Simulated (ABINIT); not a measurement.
# HgTe (Coloradoite) (F-43m) in ABINIT: a series of runs

Aim: see how the results for HgTe (Coloradoite) move with the level of theory and the settings. Levels: PBEsol, PBE. Tasks: equation of state.

Program: ABINIT 10.8.3 (patched build). These are calculated values, not measurements. Logs are shortened: lines on timing, memory, paths and dates and some standing lists are left out, and cuts for length are marked. The log counts tension as positive stress, the text compression.

**The experiment to reproduce.**

A printed reference work, monograph reports, for a bulk crystal of HgTe: bulk modulus 43 GPa.

How close the calculation comes is told below.

### Step 1. The crystal as given

It takes space group F-43m (No. 216, cubic). The conventional cell has a = 6.429 Å, b = 6.429 Å, c = 6.429 Å, α = 90.00°, β = 90.00°, γ = 90.00°. Around Hg (site symmetry -43m) lie 4 Te at 2.78 Å. Te (site symmetry -43m) has 4 Hg at 2.78 Å as nearest neighbours.

### Step 2. Equation of state, PBEsol

The input, run.abi:

```
ndtset 7
getwfk -1
scalecart1 3*0.9795861087
scalecart2 3*0.9864848297
scalecart3 3*0.9932883884
scalecart4 3*1.0000000000
scalecart5 3*1.0066227096
scalecart6 3*1.0131594038
scalecart7 3*1.0196128224

pp_dirpath "./"
pseudos "Hg.upf, Te.upf"

acell 8.5906751133 8.5906751133 8.5906751133
rprim
     0.0000000000     0.7071067812     0.7071067812
     0.7071067812     0.0000000000     0.7071067812
     0.7071067812     0.7071067812     0.0000000000
ntypat 2
znucl 80 52
natom 2
typat 1 2
xred
     0.0000000000     0.0000000000     0.0000000000
     0.7500000000     0.7500000000     0.7500000000

ecut 1088.455450 eV

kptopt 1
ngkpt 7 7 7
nshiftk 1
shiftk 0.0 0.0 0.0

ixc -116133

nband 22
occopt 3
tsmear 0.00183747

nstep 100
tolvrs 1.0e-10

iomode 3
prtwf 1
prtden 0
prteig 0
prtebands 0
enunit 2
```

Potentials or basis: PseudoDojo NC SR PBEsol v0.4.1 standard.

Run with:

```
$ abinit run.abi > log 2>&1
```

run.abo:

```text
.Version 10.8.3 of ABINIT
 DATASET    1 : space group F-4 3 m (#216); Bravais cF (face-center cubic)
================================================================================
 Values of the parameters that define the memory need for DATASET  1.
     intxc =       0    ionmov =       0      iscf =       7    lmnmax =       7
     lnmax =       7     mgfft =      48  mpssoang =       4    mqgrid =    3001
     natom =       2  nloc_mem =       1    nspden =       1   nspinor =       1
    nsppol =       1      nsym =      24    n1xccc =    2501    ntypat =       2
    occopt =       3   xclevel =       2
       mpw =        5115          nfft =      110592          nkpt =          20
================================================================================
================================================================================
[... 61 lines left out ...]
 DATASET    7 : space group F-4 3 m (#216); Bravais cF (face-center cubic)
================================================================================
 Values of the parameters that define the memory need for DATASET  7.
     intxc =       0    ionmov =       0      iscf =       7    lmnmax =       7
     lnmax =       7     mgfft =      50  mpssoang =       4    mqgrid =    3001
     natom =       2  nloc_mem =       1    nspden =       1   nspinor =       1
    nsppol =       1      nsym =      24    n1xccc =    2501    ntypat =       2
    occopt =       3   xclevel =       2
       mpw =        5777          nfft =      125000          nkpt =          20
================================================================================
================================================================================

--------------------------------------------------------------------------------
------------- Echo of variables that govern the present computation ------------
--------------------------------------------------------------------------------
 -outvars: echo values of preprocessed input variables --------
            acell      8.5906751133E+00  8.5906751133E+00  8.5906751133E+00 Bohr
              amu      2.00590000E+02  1.27600000E+02
             ecut      4.00000000E+01 Hartree
           enunit           2
           getwfk          -1
              ixc     -116133
           jdtset        1    2    3    4    5    6    7
         kptrlatt        7    0    0      0    7    0      0    0    7
          kptrlen1     5.89071420E+01
          kptrlen2     5.93219947E+01
          kptrlen3     5.97311249E+01
          kptrlen4     6.01347258E+01
          kptrlen5     6.05329806E+01
          kptrlen6     6.09260629E+01
          kptrlen7     6.13141375E+01
            natom           2
            nband          22
           ndtset           7
            ngfft1         48      48      48
            ngfft2         50      50      50
[... 64 lines left out ...]
            xcart7     0.0000000000E+00  0.0000000000E+00  0.0000000000E+00
                       9.2904948006E+00  9.2904948006E+00  9.2904948006E+00
             xred      0.0000000000E+00  0.0000000000E+00  0.0000000000E+00
                       7.5000000000E-01  7.5000000000E-01  7.5000000000E-01
            znucl       80.00000   52.00000

================================================================================

 chkinp: Checking input parameters for consistency, jdtset=   1.

 chkinp: Checking input parameters for consistency, jdtset=   2.
[... 29 lines left out ...]
 getcut: wavevector=  0.0000  0.0000  0.0000  ngfft=  48  48  48
         ecut(hartree)=     40.000   => boxcut(ratio)=   2.00344

--- Pseudopotential description ------------------------------------------------
- pspini: atom type   1  psp file is ./Hg.upf
12 -116133 3 -1 1246                          pspcod,pspxc,lmax,lloc,mmax
     nproj     2     2     2     1

- pspini: atom type   2  psp file is ./Te.upf
12 -116133 2 -1 1294                          pspcod,pspxc,lmax,lloc,mmax
     nproj     2     2     2     0

   2.42465635E+03                                ecore*ucvol(ha*bohr**3)
--------------------------------------------------------------------------------

================================================================================

--- !BeginCycle
iteration_state: {dtset: 1, }
solver: {iscf: 7, nstep: 100, nline: 4, wfoptalg: 0, }
tolerances: {tolvrs: 1.00E-10, }
...
[... 1087 lines left out ...]
-Cartesian components of stress tensor (GPa)         [Pressure= -7.7248E-01 GPa]
- sigma(1 1)=  7.72478676E-01  sigma(3 2)=  0.00000000E+00
- sigma(2 2)=  7.72478676E-01  sigma(3 1)=  0.00000000E+00
- sigma(3 3)=  7.72478676E-01  sigma(2 1)=  0.00000000E+00

== END DATASET(S) ==============================================================
================================================================================

 -outvars: echo values of variables after computation  --------
            acell      8.5906751133E+00  8.5906751133E+00  8.5906751133E+00 Bohr
           etotal1    -2.7123811447E+02
           etotal2    -2.7123958939E+02
           etotal3    -2.7124066617E+02
           etotal4    -2.7124138938E+02
           etotal5    -2.7124179853E+02
           etotal6    -2.7124192923E+02
           etotal7    -2.7124181224E+02
            fcart1     9.3329336371E-29  9.3329336371E-29 -2.7998800911E-28
                      -9.3329336371E-29 -9.3329336371E-29  2.7998800911E-28
            fcart2     4.4934139306E-29  4.4934139306E-29 -1.3480241792E-28
                      -4.4934139306E-29 -4.4934139306E-29  1.3480241792E-28
            fcart3     2.0918606984E-29  2.0918606984E-29 -6.2755820953E-29
                      -2.0918606984E-29 -2.0918606984E-29  6.2755820953E-29
            fcart4    -1.2466925651E-29 -1.2466925651E-29  3.7400776954E-29
                       1.2466925651E-29  1.2466925651E-29 -3.7400776954E-29
            fcart5    -0.0000000000E+00 -0.0000000000E+00 -0.0000000000E+00
                      -0.0000000000E+00 -0.0000000000E+00 -0.0000000000E+00
[... 38 lines left out ...]
                       0.0000000000E+00  0.0000000000E+00  0.0000000000E+00
           xangst1     0.0000000000E+00  0.0000000000E+00  0.0000000000E+00
                       4.7233193165E+00  4.7233193165E+00  4.7233193165E+00
           xangst2     0.0000000000E+00  0.0000000000E+00  0.0000000000E+00
                       4.7565832245E+00  4.7565832245E+00  4.7565832245E+00
           xangst3     0.0000000000E+00  0.0000000000E+00  0.0000000000E+00
                       4.7893882836E+00  4.7893882836E+00  4.7893882836E+00
           xangst4     0.0000000000E+00  0.0000000000E+00  0.0000000000E+00
                       4.8217499968E+00  4.8217499968E+00  4.8217499968E+00
           xangst5     0.0000000000E+00  0.0000000000E+00  0.0000000000E+00
                       4.8536830468E+00  4.8536830468E+00  4.8536830468E+00
           xangst6     0.0000000000E+00  0.0000000000E+00  0.0000000000E+00
                       4.8852013520E+00  4.8852013520E+00  4.8852013520E+00
           xangst7     0.0000000000E+00  0.0000000000E+00  0.0000000000E+00
                       4.9163181231E+00  4.9163181231E+00  4.9163181231E+00
             xred      0.0000000000E+00  0.0000000000E+00  0.0000000000E+00
                       7.5000000000E-01  7.5000000000E-01  7.5000000000E-01
 Calculation completed.
```

Wall time 10 min (1 thread of Arm Neoverse V2, shared host); peak memory 0.16 GiB.

Results:

```yaml
Equilibrium_volume: 34.55 Å³/atom
Bulk_modulus: 42 GPa
Pressure_derivative_of_the_bulk_modulus: 5.2
```

Energy against volume, from the lowest point:
| volume (Å³/atom) | energy (meV/atom) |
| --- | --- |
| 31.223 | 51.90 |
| 31.887 | 31.84 |
| 32.551 | 17.18 |
| 33.215 | 7.35 |
| 33.880 | 1.78 |
| 34.544 | 0.00 |
| 35.208 | 1.59 |

Caveat: pressures at fixed basis lie under the slope of the energies. Spin-orbit coupling is left out, which matters for the levels of Hg, Te.

### Step 3. Equation of state, PBE

The input, run.abi:

```
ndtset 7
getwfk -1
scalecart1 3*0.9795861087
scalecart2 3*0.9864848297
scalecart3 3*0.9932883884
scalecart4 3*1.0000000000
scalecart5 3*1.0066227096
scalecart6 3*1.0131594038
scalecart7 3*1.0196128224

pp_dirpath "./"
pseudos "Hg.GGA_PBE-JTH.xml, Te.GGA_PBE-JTH.xml"

acell 3*1.0
rprim
     0.0000000000     6.0745246276     6.0745246276
     6.0745246276     0.0000000000     6.0745246276
     6.0745246276     6.0745246276     0.0000000000
ntypat 2
znucl 80 52
natom 2
typat 1 2
xred
     0.0000000000     0.0000000000     0.0000000000
     0.7500000000     0.7500000000     0.7500000000

ecut 517.016339 eV
pawecutdg 38.0
pawxcdev 0

kptopt 1
ngkpt 7 7 7
nshiftk 1
shiftk 0.0 0.0 0.0

ixc 11

nband 13
occopt 3
tsmear 0.05 eV

nstep 100
tolvrs 1.0e-9

iomode 3
prtwf 1
prtden 0
prteig 0
prtebands 0
enunit 2
```

Potentials or basis: JTH PAW PBE v2.0.

Run with:

```
$ abinit run.abi > log 2>&1
```

run.abo:

```text
.Version 10.8.3 of ABINIT
 DATASET    1 : space group F-4 3 m (#216); Bravais cF (face-center cubic)
================================================================================
 Values of the parameters that define the memory need for DATASET  1.
     intxc =       0    ionmov =       0      iscf =      17    lmnmax =      18
     lnmax =       6     mgfft =      36  mpssoang =       3    mqgrid =    3001
     natom =       2  nloc_mem =       2    nspden =       1   nspinor =       1
    nsppol =       1      nsym =      24    n1xccc =       1    ntypat =       2
    occopt =       3   xclevel =       2
       mpw =        1687          nfft =       46656          nkpt =          20
 PAW method is used; the additional fine FFT grid is defined by:
   mgfftf=        48    nfftf =    110592
================================================================================
================================================================================
[... 71 lines left out ...]
 DATASET    7 : space group F-4 3 m (#216); Bravais cF (face-center cubic)
================================================================================
 Values of the parameters that define the memory need for DATASET  7.
     intxc =       0    ionmov =       0      iscf =      17    lmnmax =      18
     lnmax =       6     mgfft =      36  mpssoang =       3    mqgrid =    3001
     natom =       2  nloc_mem =       2    nspden =       1   nspinor =       1
    nsppol =       1      nsym =      24    n1xccc =       1    ntypat =       2
    occopt =       3   xclevel =       2
       mpw =        1899          nfft =       46656          nkpt =          20
 PAW method is used; the additional fine FFT grid is defined by:
   mgfftf=        50    nfftf =    125000
================================================================================
================================================================================

--------------------------------------------------------------------------------
------------- Echo of variables that govern the present computation ------------
--------------------------------------------------------------------------------
 -outvars: echo values of preprocessed input variables --------
            acell      1.0000000000E+00  1.0000000000E+00  1.0000000000E+00 Bohr
              amu      2.00590000E+02  1.27600000E+02
             ecut      1.90000000E+01 Hartree
           enunit           2
           getwfk          -1
[... 153 lines left out ...]

   2.75286751E+03                                ecore*ucvol(ha*bohr**3)
--------------------------------------------------------------------------------

================================================================================

--- !BeginCycle
iteration_state: {dtset: 1, }
solver: {iscf: 17, nstep: 100, nline: 4, wfoptalg: 10, }
tolerances: {tolvrs: 1.00E-09, }
...
[... 1329 lines left out ...]
-Cartesian components of stress tensor (GPa)         [Pressure=  1.8303E+00 GPa]
- sigma(1 1)= -1.83028189E+00  sigma(3 2)=  0.00000000E+00
- sigma(2 2)= -1.83028189E+00  sigma(3 1)=  0.00000000E+00
- sigma(3 3)= -1.83028189E+00  sigma(2 1)=  0.00000000E+00

== END DATASET(S) ==============================================================
================================================================================

 -outvars: echo values of variables after computation  --------
            acell      1.0000000000E+00  1.0000000000E+00  1.0000000000E+00 Bohr
           etotal1    -5.0543319781E+01
           etotal2    -5.0545820799E+01
           etotal3    -5.0547879779E+01
           etotal4    -5.0549536941E+01
           etotal5    -5.0550842401E+01
           etotal6    -5.0551833771E+01
           etotal7    -5.0552536433E+01
            fcart1     5.6563234165E-30 -5.6563234165E-30  0.0000000000E+00
                      -5.6563234165E-30  5.6563234165E-30  0.0000000000E+00
            fcart2    -0.0000000000E+00 -0.0000000000E+00 -0.0000000000E+00
                      -0.0000000000E+00 -0.0000000000E+00 -0.0000000000E+00
            fcart3     6.9728689949E-31  3.4864344974E-31 -1.3945737990E-30
                      -6.9728689949E-31 -3.4864344974E-31  1.3945737990E-30
            fcart4     1.1567116050E-48 -1.7315174516E-31 -1.1567116050E-48
                      -1.1567116050E-48  1.7315174516E-31  1.1567116050E-48
            fcart5     1.3761004476E-30 -1.7201255596E-31 -1.3761004476E-30
                      -1.3761004476E-30  1.7201255596E-31  1.3761004476E-30
[... 38 lines left out ...]
                       0.0000000000E+00  0.0000000000E+00  0.0000000000E+00
           xangst1     0.0000000000E+00  0.0000000000E+00  0.0000000000E+00
                       4.7233193164E+00  4.7233193164E+00  4.7233193164E+00
           xangst2     0.0000000000E+00  0.0000000000E+00  0.0000000000E+00
                       4.7565832244E+00  4.7565832244E+00  4.7565832244E+00
           xangst3     0.0000000000E+00  0.0000000000E+00  0.0000000000E+00
                       4.7893882835E+00  4.7893882835E+00  4.7893882835E+00
           xangst4     0.0000000000E+00  0.0000000000E+00  0.0000000000E+00
                       4.8217499967E+00  4.8217499967E+00  4.8217499967E+00
           xangst5     0.0000000000E+00  0.0000000000E+00  0.0000000000E+00
                       4.8536830467E+00  4.8536830467E+00  4.8536830467E+00
           xangst6     0.0000000000E+00  0.0000000000E+00  0.0000000000E+00
                       4.8852013520E+00  4.8852013520E+00  4.8852013520E+00
           xangst7     0.0000000000E+00  0.0000000000E+00  0.0000000000E+00
                       4.9163181231E+00  4.9163181231E+00  4.9163181231E+00
             xred      0.0000000000E+00  0.0000000000E+00  0.0000000000E+00
                       7.5000000000E-01  7.5000000000E-01  7.5000000000E-01
 Calculation completed.
```

Run time: 2.6 min. Hardware: 1 thread of Arm Neoverse V2, shared host; peak memory 0.16 GiB.

Results:

```
Equilibrium volume : 36.94 Å³/atom (rough: see the caveat)
Bulk modulus       : 35 GPa (rough)
```

Energy against volume, from the lowest point:
```tsv
volume (Å³/atom)	energy (meV/atom)
31.223	125.40
31.887	91.37
32.551	63.36
33.215	40.81
33.880	23.05
34.544	9.56
35.208	0.00
```

Caveat: pressures at fixed basis lie under the slope of the energies; the minimum lies outside the volumes run. The run has no spin-orbit coupling, so splittings on Hg, Te are missing.

### Step 4. Against experiment

Step 2. Measured bulk modulus of HgTe: 43 GPa (a printed reference work, monograph). This calculation gives 42 GPa (-2.0 %). The fit is for a static lattice scaled at fixed shape and fixed fractional positions.
